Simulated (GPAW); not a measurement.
# CuI (Marshite) (F-43m) in GPAW: a series of runs

The runs below take CuI (Marshite) through relaxation of cell and atoms, with BLYP+D3(BJ), BLYP+D4.

Program: GPAW 26.7.0. These are calculated values, not measurements. Logs are shortened: lines on timing, memory, paths and dates and some standing lists are left out, and cuts for length are marked. The log counts tension as positive stress, the text compression.

## (1) Starting point

Symmetry: F-43m, No. 216, cubic system. The conventional cell has a = 6.063 Å, b = 6.063 Å, c = 6.063 Å, α = 90.00°, β = 90.00°, γ = 90.00°. I (site symmetry -43m) has 4 Cu at 2.63 Å as nearest neighbours. Cu (site symmetry -43m) is surrounded by 4 I at 2.63 Å.

## (2) Relaxation of cell and atoms, BLYP+D3(BJ)

The input, run.py:

```python
from ase.calculators.mixing import SumCalculator
from ase.filters import FrechetCellFilter
from ase.io import read, write
from ase.optimize import FIRE
from dftd3.ase import DFTD3
from gpaw import GPAW, PW, setup_paths

setup_paths.insert(0, '.')

atoms = read('POSCAR')

calc = GPAW(mode=PW(600),
            xc='BLYP',
            kpts={'size': (8, 8, 8), 'gamma': True},
            occupations={'name': 'fermi-dirac', 'width': 0.05},
            nbands=19,
            convergence={'density': 1e-05, 'forces': 0.0001},
            eigensolver='davidson',
            maxiter=150,
            txt='gpaw.txt')
atoms.calc = SumCalculator([calc, DFTD3(method='blyp', damping='d3bj')])
opt = FIRE(FrechetCellFilter(atoms), trajectory='relax.traj', logfile='-')
done = opt.run(fmax=0.01, steps=100)
calc.write('gs.gpw')
write('result.traj', atoms)
print('Converged:', done)
print('Cell:', atoms.cell.cellpar().round(4))
print('Volume:', round(atoms.get_volume(), 4))
print(atoms.get_scaled_positions().round(5))
```

The input, POSCAR:

```
CuI
1.0
    0.0000000000      3.0315000000      3.0315000000
    3.0315000000      0.0000000000      3.0315000000
    3.0315000000      3.0315000000      0.0000000000
I Cu
1 1
Direct
    0.0000000000      0.0000000000      0.0000000000
    0.7500000000      0.7500000000      0.7500000000
```

Potentials or basis: PAW data sets generated in the run's folder for this functional, pw.

Run with:

```sh
$ gpaw-setup -f BLYP Cu I
$ OMP_NUM_THREADS=1 python run.py
```

gpaw.txt:

```text
__  _  _
 | _ |_)|_||  |
 |__||  | ||/\| - 26.7.0

Input parameters:
  mode=PW(ecut=600.0),
  convergence={'density': 1e-05, 'forces': 0.0001},
  eigensolver=Davidson(niter=2),
  kpts=MonkhorstPack(size=(8, 8, 8), gamma=True),
  maxiter=150,
  nbands=19,
  occupations=Occupations(name='fermi-dirac', width=0.05),
  xc=XC(name='BLYP')

Diagonalizing LCAO Hamiltonian
Converting LCAO to pw mode

                     Cu

       I

Atoms  # Å, Bohr magnetons
|   | symbol |        x |        y |        z |    initial magnetic moments |
|---|--------|----------|----------|----------|-----------------------------|
| 0 |      I | 0.000000 | 0.000000 | 0.000000 | ( 0.0000,  0.0000,  0.0000) |
| 1 |     Cu | 4.547250 | 4.547250 | 4.547250 | ( 0.0000,  0.0000,  0.0000) |

Unit cell  # Å
| periodic |        x |        y |        z |  lengths |    angles |
|----------|----------|----------|----------|----------|-----------|
|      yes | 0.000000 | 3.031500 | 3.031500 | 4.287188 | 60.000000 |
|      yes | 3.031500 | 0.000000 | 3.031500 | 4.287188 | 60.000000 |
|      yes | 3.031500 | 3.031500 | 0.000000 | 4.287188 | 60.000000 |

Number of symmetries: 24
Symmetry operations  # r_c * U_cc + t_c -> r_c
|    | kind |            matrix            |
|----|------|------------------------------|
|  0 |  E   |  1, 0, 0,  0, 1, 0,  0, 0, 1 |
|  1 |  σ   |  1, 0, 0,  0, 0, 1,  0, 1, 0 |
|  2 |  σ   |  1, 0,-1,  0, 1,-1,  0, 0,-1 |
|  3 |  C3  |  1, 0,-1,  0, 0,-1,  0, 1,-1 |
|  4 |  C3  |  1,-1, 0,  0,-1, 1,  0,-1, 0 |
|  5 |  σ   |  1,-1, 0,  0,-1, 0,  0,-1, 1 |
|  6 |  σ   |  0, 1, 0,  1, 0, 0,  0, 0, 1 |
|  7 |  C3  |  0, 1, 0,  0, 0, 1,  1, 0, 0 |
|  8 |  C2  |  0, 1,-1,  1, 0,-1,  0, 0,-1 |
[... 149 lines left out ...]
SCF iterations
|iter     | |      energy | eigst |  dens |force |
|---------|-|-------------|-------|-------|------|
|iter:   1| |   -4.572428 | +0.10 |       |      |
|iter:   2| |   -4.546985 | -1.59 | -1.39 |      |
|iter:   3| |   -4.626866 | -1.02 | -1.42 |      |
|iter:   4| |   -4.452247 | -1.74 | -1.56 |      |
|iter:   5| |   -4.450670 | -2.74 | -2.05 |      |
|iter:   6| |   -4.449952c| -3.96 | -2.59 |      |
|iter:   7| |   -4.449957c| -5.14 | -3.47 |      |
|iter:   8| |   -4.449957c| -6.13 | -3.82 |      |
|iter:   9| |   -4.449956c| -7.05 | -4.36 |      |
|iter:  10| |   -4.449956c| -7.99c| -5.10c|      |
|iter:  11| |   -4.449956c| -8.88c| -5.54c|-16.64c|
[... 47 lines left out ...]
Stress tensor  # eV/Ang^3
|         x |         y |         z |
|-----------|-----------|-----------|
| -0.024329 | -0.000000 |  0.000000 |
| -0.000000 | -0.024329 |  0.000000 |
|  0.000000 |  0.000000 | -0.024329 |

Forces  # eV/Ang
|        x |        y |       z |
|----------|----------|---------|
| -0.00000 | -0.00000 | 0.00000 |  # I    0
| -0.00000 | -0.00000 | 0.00000 |  # Cu   1

Interpolating wave functions to new cell

                     Cu

       I

Atoms  # Å, Bohr magnetons
|   | symbol |         x |         y |        z |    initial magnetic moments |
|---|--------|-----------|-----------|----------|-----------------------------|
| 0 |      I | -0.000000 | -0.000000 | 0.000000 | ( 0.0000,  0.0000,  0.0000) |
| 1 |     Cu |  4.541723 |  4.541723 | 4.541723 | ( 0.0000,  0.0000,  0.0000) |

Unit cell  # Å
| periodic |         x |         y |        z |  lengths |    angles |
|----------|-----------|-----------|----------|----------|-----------|
|      yes | -0.000000 |  3.027815 | 3.027815 | 4.281977 | 60.000000 |
|      yes |  3.027815 | -0.000000 | 3.027815 | 4.281977 | 60.000000 |
|      yes |  3.027815 |  3.027815 | 0.000000 | 4.281977 | 60.000000 |
[... 222 lines left out ...]
Stress tensor  # eV/Ang^3
|         x |         y |         z |
|-----------|-----------|-----------|
| -0.025470 | -0.000000 |  0.000000 |
| -0.000000 | -0.025470 | -0.000000 |
|  0.000000 | -0.000000 | -0.025470 |

Forces  # eV/Ang
|       x |        y |       z |
|---------|----------|---------|
| 0.00000 | -0.00000 | 0.00000 |  # I    0
| 0.00000 |  0.00000 | 0.00000 |  # Cu   1

Interpolating wave functions to new cell

                     Cu

       I

Atoms  # Å, Bohr magnetons
|   | symbol |         x |        y |        z |    initial magnetic moments |
|---|--------|-----------|----------|----------|-----------------------------|
| 0 |      I | -0.000000 | 0.000000 | 0.000000 | ( 0.0000,  0.0000,  0.0000) |
| 1 |     Cu |  4.531282 | 4.531282 | 4.531282 | ( 0.0000,  0.0000,  0.0000) |

Unit cell  # Å
| periodic |         x |         y |         z |  lengths |    angles |
|----------|-----------|-----------|-----------|----------|-----------|
|      yes | -0.000000 |  3.020855 |  3.020855 | 4.272134 | 60.000000 |
|      yes |  3.020855 | -0.000000 |  3.020855 | 4.272134 | 60.000000 |
|      yes |  3.020855 |  3.020855 | -0.000000 | 4.272134 | 60.000000 |

Number of symmetries: 24
Symmetry operations  # r_c * U_cc + t_c -> r_c
|    | kind |            matrix            |
|----|------|------------------------------|
|  0 |  E   |  1, 0, 0,  0, 1, 0,  0, 0, 1 |
|  1 |  σ   |  1, 0, 0,  0, 0, 1,  0, 1, 0 |
|  2 |  σ   |  1, 0,-1,  0, 1,-1,  0, 0,-1 |
|  3 |  C3  |  1, 0,-1,  0, 0,-1,  0, 1,-1 |
|  4 |  C3  |  1,-1, 0,  0,-1, 1,  0,-1, 0 |
|  5 |  σ   |  1,-1, 0,  0,-1, 0,  0,-1, 1 |
|  6 |  σ   |  0, 1, 0,  1, 0, 0,  0, 0, 1 |
|  7 |  C3  |  0, 1, 0,  0, 0, 1,  1, 0, 0 |
|  8 |  C2  |  0, 1,-1,  1, 0,-1,  0, 0,-1 |
[... 482 lines left out ...]
Atoms  # Å, Bohr magnetons
|   | symbol |         x |        y |        z |    initial magnetic moments |
|---|--------|-----------|----------|----------|-----------------------------|
| 0 |      I | -0.000000 | 0.000000 | 0.000000 | ( 0.0000,  0.0000,  0.0000) |
| 1 |     Cu |  4.500764 | 4.500764 | 4.500764 | ( 0.0000,  0.0000,  0.0000) |

Unit cell  # Å
| periodic |         x |         y |         z |  lengths |    angles |
|----------|-----------|-----------|-----------|----------|-----------|
|      yes | -0.000000 |  3.000509 |  3.000509 | 4.243361 | 60.000000 |
|      yes |  3.000509 | -0.000000 |  3.000509 | 4.243361 | 60.000000 |
|      yes |  3.000509 |  3.000509 | -0.000000 | 4.243361 | 60.000000 |

Number of symmetries: 24
Symmetry operations  # r_c * U_cc + t_c -> r_c
|    | kind |            matrix            |
|----|------|------------------------------|
|  0 |  E   |  1, 0, 0,  0, 1, 0,  0, 0, 1 |
|  1 |  σ   |  1, 0, 0,  0, 0, 1,  0, 1, 0 |
|  2 |  σ   |  1, 0,-1,  0, 1,-1,  0, 0,-1 |
|  3 |  C3  |  1, 0,-1,  0, 0,-1,  0, 1,-1 |
|  4 |  C3  |  1,-1, 0,  0,-1, 1,  0,-1, 0 |
|  5 |  σ   |  1,-1, 0,  0,-1, 0,  0,-1, 1 |
|  6 |  σ   |  0, 1, 0,  1, 0, 0,  0, 0, 1 |
|  7 |  C3  |  0, 1, 0,  0, 0, 1,  1, 0, 0 |
|  8 |  C2  |  0, 1,-1,  1, 0,-1,  0, 0,-1 |
[... 463 lines left out ...]
Stress tensor  # eV/Ang^3
|         x |         y |         z |
|-----------|-----------|-----------|
| -0.038575 |  0.000000 | -0.000000 |
|  0.000000 | -0.038575 | -0.000000 |
| -0.000000 | -0.000000 | -0.038575 |

Forces  # eV/Ang
|       x |        y |        z |
|---------|----------|----------|
| 0.00000 | -0.00000 | -0.00000 |  # I    0
| 0.00000 |  0.00000 | -0.00000 |  # Cu   1

Interpolating wave functions to new cell

                     Cu
[... 740 lines left out ...]
Stress tensor  # eV/Ang^3
|         x |         y |         z |
|-----------|-----------|-----------|
| -0.037962 |  0.000000 | -0.000000 |
|  0.000000 | -0.037962 | -0.000000 |
| -0.000000 | -0.000000 | -0.037962 |

Forces  # eV/Ang
|        x |       y |        z |
|----------|---------|----------|
|  0.00000 | 0.00000 | -0.00000 |  # I    0
| -0.00000 | 0.00000 |  0.00000 |  # Cu   1

Interpolating wave functions to new cell

                     Cu
[... 236 lines left out ...]
Stress tensor  # eV/Ang^3
|         x |         y |         z |
|-----------|-----------|-----------|
| -0.037576 |  0.000000 | -0.000000 |
|  0.000000 | -0.037576 | -0.000000 |
| -0.000000 | -0.000000 | -0.037576 |

Forces  # eV/Ang
|       x |        y |       z |
|---------|----------|---------|
| 0.00000 | -0.00000 | 0.00000 |  # I    0
| 0.00000 |  0.00000 | 0.00000 |  # Cu   1

Interpolating wave functions to new cell

                     Cu
[... 741 lines left out ...]
Stress tensor  # eV/Ang^3
|         x |         y |         z |
|-----------|-----------|-----------|
| -0.036055 |  0.000000 | -0.000000 |
|  0.000000 | -0.036055 |  0.000000 |
| -0.000000 |  0.000000 | -0.036055 |

Forces  # eV/Ang
|        x |       y |        z |
|----------|---------|----------|
|  0.00000 | 0.00000 |  0.00000 |  # I    0
| -0.00000 | 0.00000 | -0.00000 |  # Cu   1

Interpolating wave functions to new cell

                     Cu
[... 244 lines left out ...]
Forces  # eV/Ang
|        x |        y |        z |
|----------|----------|----------|
| -0.00000 | -0.00000 | -0.00000 |  # I    0
| -0.00000 |  0.00000 | -0.00000 |  # Cu   1

# Writing to gs.gpw (mode='')
```

Run time: 2.6 min. Hardware: 1 thread of Intel Xeon Platinum 8375C at 2.90GHz (Ice Lake), shared host; peak memory 0.31 GiB.

What came out:

| Quantity | Value |
| --- | --- |
| Free energy | -6.0055 eV |
| Relaxed volume | 26.95 Å³/atom |
| Relaxed cell | a = 4.240 Å, b = 4.240 Å, c = 4.240 Å, α = 60.00°, β = 60.00°, γ = 60.00° |
| Space group after relaxing (to 0.05 Å) | F-43m (No. 216) |
| Energy gained by relaxing | 3.5 meV/atom |
| Ionic steps | 14 |
| Pressure after relaxing | 0.0 GPa |
| Band gap on the k mesh | 1.27 eV, direct |
| Dispersion energy per atom | -0.805 eV |

The path:
```csv
step,energy change (eV),largest force (eV/Å),pressure (GPa),volume (Å³)
1,0.0000,0.0000,-1.40,55.72
2,-0.0016,0.0000,-1.25,55.52
3,-0.0041,0.0000,-0.97,55.13
4,-0.0063,0.0000,-0.57,54.62
5,-0.0070,0.0000,-0.08,54.03
6,-0.0060,0.0000,0.45,53.43
7,-0.0061,0.0000,0.44,53.45
8,-0.0062,0.0000,0.41,53.48
9,-0.0063,0.0000,0.37,53.52
10,-0.0064,0.0000,0.32,53.58
11,-0.0066,0.0000,0.26,53.64
12,-0.0067,0.0000,0.19,53.72
13,-0.0068,0.0000,0.12,53.80
14,-0.0069,0.0000,0.04,53.90
```

Final structure:
```yaml
crystal:
  lattice:
    - [0.00000, 2.99807, 2.99807]
    - [2.99807, 0.00000, 2.99807]
    - [2.99807, 2.99807, 0.00000]
  atoms:
    - { symbol: I, position: [0.00000, 0.00000, 0.00000] }
    - { symbol: Cu, position: [0.75000, 0.75000, 0.75000] }
```

Caveat: with this Cu data set, volumes or pressures lay over 1.5 % or 2 GPa off other programs in two to four cells of ten; later steps reuse the first step's grids; spin-orbit coupling is left out, which moves the levels of the heavy elements. BLYP gaps usually lie below the measured ones, often by a third to a half.

## (3) Relaxation of cell and atoms, BLYP+D4

The input, run.py:

```python
from ase import Atoms
from ase.calculators.mixing import SumCalculator
from ase.filters import FrechetCellFilter
from ase.io import write
from ase.optimize import BFGS
from dftd4.ase import DFTD4
from gpaw import GPAW, PW, setup_paths

setup_paths.insert(0, '.')

atoms = Atoms(['I', 'Cu'],
              cell=[[0.0, 3.0315, 3.0315],
                    [3.0315, 0.0, 3.0315],
                    [3.0315, 3.0315, 0.0]],
              scaled_positions=[[0.0, 0.0, 0.0],
                                [0.75, 0.75, 0.75]],
              pbc=True)

calc = GPAW(mode=PW(600),
            xc='BLYP',
            kpts={'size': (8, 8, 8), 'gamma': True},
            occupations={'name': 'fermi-dirac', 'width': 0.05},
            nbands=19,
            convergence={'density': 1e-05, 'forces': 0.0001},
            eigensolver='davidson',
            maxiter=150,
            txt='gpaw.txt')
atoms.calc = SumCalculator([calc, DFTD4(method='blyp')])
opt = BFGS(FrechetCellFilter(atoms), trajectory='relax.traj', logfile='-')
done = opt.run(fmax=0.02, steps=40)
calc.write('gs.gpw')
write('result.traj', atoms)
print('Converged:', done)
print('Cell:', atoms.cell.cellpar().round(4))
print('Volume:', round(atoms.get_volume(), 4))
print(atoms.get_scaled_positions().round(5))
```

Potentials or basis: PAW data sets generated in the run's folder for this functional, pw.

Run with:

```sh
$ gpaw-setup -f BLYP Cu I
$ OMP_NUM_THREADS=1 python run.py
```

Wall time 60 s (1 thread of Intel Xeon Platinum 8375C at 2.90GHz (Ice Lake), shared host); peak memory 0.25 GiB.

Results (log left out):

* Free energy: -5.8268 eV
* Relaxed volume: 27.45 Å³/atom
* Relaxed cell: a = 4.266 Å, b = 4.266 Å, c = 4.266 Å, α = 60.00°, β = 60.00°, γ = 60.00°
* Space group after relaxing (to 0.05 Å): F-43m (No. 216)
* Energy gained by relaxing: 0.6 meV/atom
* Ionic steps: 3
* Pressure after relaxing: 0.0 GPa
* Band gap on the k mesh: 1.22 eV, direct
* Dispersion energy per atom: -0.699 eV

Step by step:
```csv
step,energy change (eV),largest force (eV/Å),pressure (GPa),volume (Å³)
1,0.0000,0.0000,-0.62,55.72
2,-0.0004,0.0000,-0.53,55.59
3,-0.0012,0.0000,0.01,54.91
```

Final structure:
```
I Cu
1.0
     0.00000    3.01670    3.01670
     3.01670    0.00000    3.01670
     3.01670    3.01670    0.00000
I Cu
1 1
Direct
  0.00000 0.00000 0.00000
  0.75000 0.75000 0.75000
```

Levels at points of the mesh, in eV from the valence-band top:
| k point | band 7 | band 8 | band 9 | band 10 | band 11 | band 12 |
| --- | --- | --- | --- | --- | --- | --- |
| (0.00, 0.00, 0.00) | 0.00 | 0.00 | 0.00 | 1.22 | 4.99 | 4.99 |
| (0.50, 0.00, 0.00) | -1.83 | -0.73 | -0.73 | 2.21 | 5.54 | 5.54 |
| (0.50, 0.50, 0.00) | -1.82 | -1.54 | -1.54 | 2.86 | 2.96 | 9.39 |
| (0.50, 0.50, 0.50) | -1.83 | -0.73 | -0.73 | 2.21 | 5.54 | 5.54 |

Caveat: with this Cu data set, volumes or pressures lay over 1.5 % or 2 GPa off other programs in two to four cells of ten; later steps reuse the first step's grids; spin-orbit coupling is left out, which moves the levels of the heavy elements.
